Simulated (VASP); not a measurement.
Crystal: GaN.

```
Ga N
1.0
     3.18000    0.00000    0.00000
    -1.59000    2.75396    0.00000
     0.00000    0.00000    5.16600
Ga N
2 2
Direct
  0.66667 0.33333 0.50000
  0.33333 0.66667 0.00000
  0.66667 0.33333 0.87500
  0.33333 0.66667 0.37500
```

| Quantity | Value |
| --- | --- |
| Program | VASP 6.6.1 |
| Task | relaxation of cell and atoms |
| Functional | revTPSS |
| Potentials or basis | VASP PAW PBE potentials, release 64 (Ga_d, N) |
| Cutoff | 600 eV |
| k mesh | 10 × 10 × 5 |
| Occupations | fermi-dirac, width 0.05 eV |
| Spin | no spin polarisation |

At the start: pressure 3.4 GPa; volume 11.31 Å³/atom.

Question: How do energy, volume and symmetry change on relaxing?

Answer: Over 10 steps the energy falls by 2.4 meV/atom and the volume is 11.51 Å³/atom (+1.8 %); space group P6_3mc (No. 186, to 0.05 Å).

The path:
| step | energy change (eV) | largest force (eV/Å) | pressure (GPa) | volume (Å³) |
| --- | --- | --- | --- | --- |
| 1 | 0.0000 | 0.1395 | 3.39 | 45.24 |
| 2 | -0.0001 | 0.0962 | -3.03 | 46.83 |
| 3 | -0.0096 | 0.0094 | -0.11 | 46.02 |
| 4 | -0.0096 | 0.0124 | 0.39 | 45.99 |
| 5 | -0.0096 | 0.0268 | -0.06 | 46.04 |
| 6 | -0.0096 | 0.0191 | 0.08 | 46.01 |
| 7 | -0.0096 | 0.0203 | -0.02 | 46.02 |
| 8 | -0.0096 | 0.0206 | 0.07 | 46.02 |
| 9 | -0.0096 | 0.0017 | -0.06 | 46.04 |
| 10 | -0.0097 | 0.0058 | 0.06 | 46.03 |

Final structure:
```
CELL_PARAMETERS angstrom
3.19557 0.00000 0.00000
-1.59779 2.76745 0.00000
0.00000 0.00000 5.20530
ATOMIC_POSITIONS crystal
Ga 0.66667 0.33333 0.49927
Ga 0.33333 0.66667 0.99927
N 0.66667 0.33333 0.87573
N 0.33333 0.66667 0.37573
```

Caveat: the PAW data sets were made with another functional, which shifts forces and pressure a little.
